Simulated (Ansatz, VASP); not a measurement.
**C in VASP and in Ansatz**

```
CELL_PARAMETERS angstrom
1.26329 0.72936 3.44496
-1.26329 0.72936 3.44496
0.00000 -1.45873 3.44496
ATOMIC_POSITIONS crystal
C 0.16283 0.16283 0.16283
C 0.83717 0.83717 0.83717
```

Change from the starting cell: mode 4 frozen in at -0.038 Å, equal normal strain along x, y and z +0.0250.

Alike in both runs: task single point; functional PBE; dispersion D3(BJ); k mesh 15 × 15 × 15; occupations gaussian, width 0.05 eV; no spin polarisation.

|  | VASP | Ansatz |
| --- | --- | --- |
| version | VASP 6.6.1 | Ansatz 0.2.0 |
| potentials or method | VASP PAW PBE potentials, release 64 (C) | scalar-relativistic, plane waves, PAW |
| plane-wave cutoff (eV) | 520 | 520 |
| valence electrons in the cell | 8 | 8 |

Ansatz gave:

```
gap on the k mesh at the Fermi level (eV)       : 0.70
least direct gap on the mesh (eV)               : 0.70
pressure (GPa)                                  : -19.0
largest component of the traceless stress (GPa) : 17.42
rms of the force components (eV/Å)              : 0.746
```

**Question.** What did VASP give for the same quantities?

**Answer.** gap on the k mesh at the Fermi level (eV): 0.70; least direct gap on the mesh (eV): 0.70; pressure (GPa): -18.6; largest component of the traceless stress (GPa): 16.97; rms of the force components (eV/Å): 0.743.

Atom by atom the forces differ by 0.003 eV/Å (rms over components).

Caveats: so large a pressure means that the cell lies far from this level's equilibrium, or that cutoff or potentials fall short (VASP); an odd mesh through Γ misses points on the zone boundary, where band edges often lie; forces of over 1 eV/Å show positions far from the minimum, so gaps and moduli don't describe the material at rest.
